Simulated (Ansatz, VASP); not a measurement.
One calculation of MgO, two programs

```
Mg O
1.0
     0.00000    2.13515    2.13515
     2.13515    0.00000    2.13515
     2.13515    2.13515    0.00000
Mg O
1 1
Direct
  0.00000 0.00000 0.00000
  0.35949 0.35949 0.54115
```

Alike in both runs: task single point; functional r2SCAN; k mesh 10 × 10 × 10; occupations gaussian, width 0.05 eV; no spin polarisation.

```csv
,VASP,Ansatz
version,VASP 6.6.1,Ansatz 0.2.0
potentials or method,"VASP PAW PBE potentials, release 64 (Mg, O)","scalar-relativistic, plane waves, PAW"
plane-wave cutoff (eV),520,500
valence electrons in the cell,8,16
```

```csv
,VASP,Ansatz,Ansatz less VASP
gap on the k mesh at the Fermi level (eV),4.92,4.92,+0.003
least direct gap on the mesh (eV),4.92,4.92,+0.004
rms of the force components (eV/Å),6.449,6.184,-0.2654
```

Atom by atom the forces differ by 0.266 eV/Å (rms over components). The functional is the same, so the differences come from potentials, cutoffs and numerics. The two sets of potentials don't hold the same shells in valence.

Caveats: the PAW data sets were made with another functional, which shifts forces and pressure a little (VASP).
